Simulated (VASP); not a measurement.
A run of VASP 6.6.1:

INCAR

```
SYSTEM = Ag
PREC = Accurate
ENCUT = 500
EDIFF = 1E-6
ISMEAR = -1
SIGMA = 0.05
LREAL = .FALSE.
LASPH = .TRUE.
NELM = 80
ALGO = Normal
ISIF = 2
LWAVE = .FALSE.
LCHARG = .FALSE.
LMAXMIX = 4
GGA = PE
NBANDS = 12
```

File KPOINTS:

```
regular mesh
0
G
  11 11 11
  0 0 0
```

Contents of POSCAR:

```
Ag
1.0
    0.0000000000      2.0427500000      2.0427500000
    2.0427500000      0.0000000000      2.0427500000
    2.0427500000      2.0427500000      0.0000000000
Ag
1
Direct
    0.0000000000      0.0000000000      0.0000000000
```

Contents of KPOINTS_OPT:

```
path GXWKGLUWLK,UX
15
line-mode
reciprocal
 0.0000000000  0.0000000000  0.0000000000  G
 0.5000000000  0.0000000000  0.5000000000  X

 0.5000000000  0.0000000000  0.5000000000  X
 0.5000000000  0.2500000000  0.7500000000  W

 0.5000000000  0.2500000000  0.7500000000  W
 0.3750000000  0.3750000000  0.7500000000  K

 0.3750000000  0.3750000000  0.7500000000  K
 0.0000000000  0.0000000000  0.0000000000  G

 0.0000000000  0.0000000000  0.0000000000  G
 0.5000000000  0.5000000000  0.5000000000  L

 0.5000000000  0.5000000000  0.5000000000  L
 0.6250000000  0.2500000000  0.6250000000  U

 0.6250000000  0.2500000000  0.6250000000  U
 0.5000000000  0.2500000000  0.7500000000  W

 0.5000000000  0.2500000000  0.7500000000  W
 0.5000000000  0.5000000000  0.5000000000  L

 0.5000000000  0.5000000000  0.5000000000  L
 0.3750000000  0.3750000000  0.7500000000  K

 0.6250000000  0.2500000000  0.6250000000  U
 0.5000000000  0.0000000000  0.5000000000  X
```

Potentials or basis: VASP PAW PBE potentials, release 54 (Ag).

The run is started by

```sh
$ cat potpaw_PBE.54/Ag/POTCAR > POTCAR
$ mpirun -np 1 vasp_std > vasp.out
```

Hardware: 1 thread of AMD EPYC 7R13 Processor (Zen 3), on a shared host.

Question: Estimate the wall time of this run.

Answer: Run time: 27 s on 1 thread of AMD EPYC 7R13 Processor (Zen 3), on a shared host, peak memory 0.11 GiB. Counts: scf iterations 32, k points 56.
